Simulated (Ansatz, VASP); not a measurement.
This is a calculation of Ge (Germanium) for Ansatz 0.2.0. 

The input input.yaml:

```yaml
crystal:
  lattice:
    - [0.0, 2.82891, 2.82891]
    - [2.82891, 0.0, 2.82891]
    - [2.82891, 2.82891, 0.0]
  atoms:
    - { symbol: Ge, position: [0.75, 0.75, 0.75] }
    - { symbol: Ge, position: [0.5, 0.5, 0.5] }
kpoints:
  mp_grid: { grid: [8, 8, 8] }
scf:
  occupations: { method: gaussian, width: 0.1 }
hamiltonian:
  xc: rpbe
  pseudopotentials: { kind: all_electron, lapw: { basis_error: 0.001 } }
output:
  forces: true
  stress: true
  eigenvalues: true
```

Potentials or basis: all-electron LAPW, scalar-relativistic.

The run is started by

```console
$ ansatz run input.yaml --threads 1 --pin off --max-ram 3072MiB --backend cpu --events-out ev --progress --plain --runs-dir out
```

**Question.** What does the same run look like in VASP 6.6.1? Potentials or basis there: PBE PAW files Ge_d, 520 eV.

**Answer.** As run (cutoffs and basis follow the program's own potentials, and thresholds, step limits or extra output files can differ):

The input INCAR:

```
PREC = Accurate
ENCUT = 520
EDIFF = 1E-6
ISMEAR = 0
SIGMA = 0.1
LREAL = F
LASPH = T
NELM = 80
ALGO = Normal
ISIF = 2
LWAVE = F
LCHARG = T
GGA = RP
LELF = T
LVHAR = T
```

The input KPOINTS:

```
Automatic mesh
0
Gamma
  8 8 8
```

File POSCAR:

```
Ge
4.0007
    0.000000000000      0.707103756843      0.707103756843
    0.707103756843      0.000000000000      0.707103756843
    0.707103756843      0.707103756843      0.000000000000
Ge
2
Direct
    0.7500000000      0.7500000000      0.7500000000
    0.5000000000      0.5000000000      0.5000000000
```

Potentials or basis: VASP PAW PBE potentials, release 64 (Ge_d).

Command:

```bash
$ cat potpaw_PBE.64/Ge_d/POTCAR > POTCAR
$ mpirun -np 1 vasp_std > vasp.out
```

Both were run:

|  | Ansatz | VASP |
| --- | --- | --- |
| Pressure | 5.4 GPa | 5.3 GPa |

VASP's potentials were made for PBE.

Where Ansatz's input types no cutoff or centring, it takes its own default and a Γ-centred mesh.

Pressure is positive in compression.
